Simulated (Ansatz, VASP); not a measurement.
**GaP: VASP beside Ansatz**

INCAR

```
PREC = Accurate
ENCUT = 520
EDIFF = 1E-6
ISMEAR = 0
SIGMA = 0.05
LREAL = F
LASPH = T
NELM = 100
ALGO = Normal
ISIF = 2
LWAVE = F
LCHARG = F
GGA = PE
NBANDS = 16
```

KPOINTS

```
regular mesh
0
Gamma
  8 8 8
```

File POSCAR:

```
GaP
1.0
    0.0000000000      2.7252500000      2.7252500000
    2.7252500000      0.0000000000      2.7252500000
    2.7252500000      2.7252500000      0.0000000000
Ga P
1 1
Direct
    0.0000000000      0.0000000000      0.0000000000
    0.7500000000      0.7500000000      0.7500000000
```

Input for Ansatz:

```yaml
crystal:
  lattice:
    - [0.0, 2.72525, 2.72525]
    - [2.72525, 0.0, 2.72525]
    - [2.72525, 2.72525, 0.0]
  atoms:
    - { symbol: Ga, position: [0.0, 0.0, 0.0] }
    - { symbol: P, position: [0.75, 0.75, 0.75] }
basis:
  ecutwfc: 420
kpoints:
  mp_grid: { grid: [8, 8, 8] }
hamiltonian:
  xc: pbe
scf:
  occupations: { method: gaussian, width: 0.05 }
output:
  forces: true
  stress: true
  eigenvalues: true
  write_density: true
  write_potential: true
  elf: true
  volumetric_format: npy
```

Alike in both runs: task single point; functional PBE; k mesh 8 × 8 × 8; occupations gaussian, width 0.05 eV; no spin polarisation.

|  | VASP | Ansatz |
| --- | --- | --- |
| version | VASP 6.6.1 | Ansatz 0.2.0 |
| potentials or method | VASP PAW PBE potentials, release 64 (Ga_d, P) | scalar-relativistic, plane waves, PAW |
| plane-wave cutoff (eV) | 520 | 420 |
| valence electrons in the cell | 18 | 18 |

|  | VASP | Ansatz | Ansatz less VASP |
| --- | --- | --- | --- |
| gap on the k mesh at the Fermi level (eV) | 1.64 | 1.64 | 0.000 |
| least direct gap on the mesh (eV) | 1.83 | 1.83 | +0.002 |
| pressure (GPa) | 2.4 | 2.5 | +0.08 |

A k mesh can miss the band edges.
